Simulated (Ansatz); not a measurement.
Ge, DFT, PBE, all-electron LAPW, scalar-relativistic (Ansatz 0.2.0), run on 1 thread of Intel(R) Xeon(R) Platinum 8488C (Sapphire Rapids) on a shared host.

Structure from Materials Project entry mp-1007760 (possibly hypothetical), not relaxed further. The listed cell was then made from it by scaling, straining or moving an atom.

Command: `ansatz run input.yaml --threads 1 --pin off --max-ram 4096MiB --backend cpu --events-out ev --progress --plain --runs-dir out`

```yaml
crystal:
  lattice:
    - [3.9975858431, -0.0199879292, -0.0199879292]
    - [-2.016102976, 3.4720048586, -0.0073160899]
    - [-0.0329968898, -0.0329968898, 6.59937795]
  atoms:
    - { symbol: Ge, position: [0.6666666667, 0.3333333333, 0.06290125] }
    - { symbol: Ge, position: [0.3333333333, 0.6666666667, 0.56290125] }
    - { symbol: Ge, position: [0.6666666667, 0.3333333333, 0.43709875] }
    - { symbol: Ge, position: [0.3333333333, 0.6666666667, 0.93709875] }
kpoints:
  mp_grid: { grid: [11, 11, 6] }
  band_path:
    path:
      - [0.0, 0.0, 0.0]
      - [0.0, 0.0, 0.5]
      - [-0.5, 0.5, 0.0]
      - [0.0, 0.0, 0.0]
      - [0.0, -0.5, 0.0]
      - [-0.5, 0.0, 0.5]
      - [0.0, 0.0, 0.0]
      - [-0.5, 0.0, 0.0]
      - [0.0, -0.5, 0.5]
    npoints: 5
scf:
  occupations: { method: fermi_dirac, width: 0.05 }
hamiltonian:
  xc: pbe
  pseudopotentials: { kind: all_electron, lapw: { basis_error: 0.001 } }
output:
  forces: true
  stress: true
  eigenvalues: true
```

**Question.** How large is the problem that the program sets up?

**Answer.** 364 irreducible k-points, 1185 plane waves at Γ, 53 bands.

**Question.** About how long does it take, and how much memory does it use?

**Answer.** 5.8 min of wall time for 10 SCF iterations, with a peak of 2.6 GiB. Times on shared machines scatter by tens of per cent.
